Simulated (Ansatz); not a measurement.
HgSe under compression and expansion

```
CELL_PARAMETERS angstrom
0.00000 3.13078 3.13078
3.13078 0.00000 3.13078
3.13078 3.13078 0.00000
ATOMIC_POSITIONS crystal
Hg 0.00000 0.00000 0.00000
Se 0.25000 0.25000 0.25000
```

The structure comes from a relaxation in the same program, started in the zincblende type, and has space group F-43m. Whether it is a known phase or the ground state wasn't checked.

No spin–orbit coupling, which matters for the heavy atoms here.

All numbers are computed: DFT, PBE, all-electron LAPW, scalar-relativistic (Ansatz 0.2.0); DFT, PBE, PAW with Ansatz's default frozen-core files, scalar-relativistic (Ansatz 0.2.0).

For LAPW: a Γ-centred 11×11×11 k mesh, Fermi–Dirac smearing of 0.03 eV, basis error target 1 meV/atom, no spin polarisation. PAW takes a cutoff of 420 eV at this cell. The Ansatz runs share mesh, smearing and spin set-up. Plane-wave (PAW) pressures include the program's estimate of the Pulay term.

The cell above is scaled evenly, with fractional coordinates and shape held.

```tsv
V/V(cell)	V (Å³/atom)	P, LAPW (GPa)	P, PAW (GPa)	free energy over the lowest listed, PAW (meV/atom)
0.9600	29.460	1.89	1.89	6.8
0.9800	30.073	0.87	0.87	1.6
1.0000	30.687	-0.03	-0.03	0.0
1.0200	31.301	?	?	?
1.0400	31.915	-1.54	-1.54	6.2
```

(1) Fill in the row V/V(cell) = 1.0200.

(2) What do Birch–Murnaghan fits to the pressures give?

## Answers

(1) P, LAPW (GPa) = -0.83, P, PAW (GPa) = -0.83, free energy over the lowest listed, PAW (meV/atom) = 1.7.

(2) LAPW: V0 = 30.66 Å³/atom, B0 = 43 GPa, B0′ = 5.1; PAW: V0 = 30.66 Å³/atom, B0 = 43 GPa, B0′ = 5.1.
